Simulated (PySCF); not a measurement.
Spectra and structures to be paired. Computed with TDDFT PBE0/def2-SVPD, vertical, gas phase, core orbitals frozen in the response (PySCF 2.14.0, density-fitted response routines). Geometries: GFN2-xTB; one conformer of each isolated species. Triplets are in the Tamm–Dancoff approximation.

A. `C#CC#CCCC=C` (C8H8)
B. `C(C)(C)(C)CN` (C5H13N)
C. `C(O)CO` (C2H6O2)
D. `CC[C@@H](C)CN` (C5H13N)
E. `CNC(C)(C)C` (C5H13N)

Lowest singlet levels (six at most, fewer where fewer were computed) with oscillator strengths:

1. 217 nm (f 0.005); 188 nm (f 0.012); 185 nm (f 0.006); 177 nm (f 0.017); 166 nm (f 0.004); 163 nm (f 0.007); T1 5.56 eV
2. 199 nm (f 0.010); 178 nm (f 0.018); 177 nm (f 0.002); 169 nm (f 0.009); 153 nm (f 0.014); 150 nm (f 0.004); T1 5.94 eV
3. 176 nm (f 0.011); 175 nm (f 0.003); 157 nm (f 0.005); 156 nm (f 0.012); 148 nm (f 0.027); 145 nm (f 0.004); T1 6.75 eV
4. 260 nm (f 0.000); 249 nm (f 0.002); 249 nm (f 0.000); 191 nm (f 0.157); 189 nm (f 0.001); 189 nm (f 0.077); T1 3.81 eV
5. 201 nm (f 0.007); 175 nm (f 0.021); 171 nm (f 0.002); 162 nm (f 0.038); 151 nm (f 0.009); 150 nm (f 0.008); T1 5.91 eV

Question: Which spectrum belongs to which structure?

Answer: 1 = E, 2 = D, 3 = C, 4 = A, 5 = B.
- A: S1 at 4.77 eV, HOMO-1→LUMO (55%), HOMO→LUMO+1 (40%); Löwdin shares by element: HOMO carbon 81% or more (atoms not listed hold the other 19%); LUMO carbon 77% or more (atoms not listed hold the other 23%); HOMO -7.15 and LUMO -0.52 eV.
- B: S1 at 6.17 eV, HOMO→LUMO (87%), HOMO→LUMO+1 (12%); Löwdin shares by element: HOMO nitrogen 61%, carbon 13% or more, hydrogen 13% or more; LUMO carbon 32% or more, hydrogen 8% or more (atoms not listed hold the other 61%); HOMO -6.84 and LUMO 0.62 eV.
- C: S1 at 7.05 eV, HOMO→LUMO (87%); Löwdin shares by element: HOMO oxygen 62% or more, carbon 23%, hydrogen 8% or more; LUMO oxygen 33% or more, hydrogen 26% or more, carbon 16% or more (atoms not listed hold the other 24%); HOMO -7.85 and LUMO 0.33 eV.
- D: S1 at 6.23 eV, HOMO→LUMO (74%), HOMO→LUMO+1 (25%); Löwdin shares by element: HOMO nitrogen 61%, carbon 13% or more, hydrogen 12% or more; LUMO carbon 26% or more, hydrogen 16% or more (atoms not listed hold the other 58%); HOMO -6.78 and LUMO 0.81 eV.
- E: S1 at 5.72 eV, HOMO→LUMO (94%); Löwdin shares by element: HOMO nitrogen 58%, carbon 24% or more (atoms not listed hold the other 18%); LUMO carbon 42% or more (atoms not listed hold the other 58%); HOMO -6.26 and LUMO 0.63 eV.
B and D have S1 within 0.06 eV of each other; their strongest listed levels stand at 7.65 eV (f 0.038) and 6.95 eV (f 0.018).
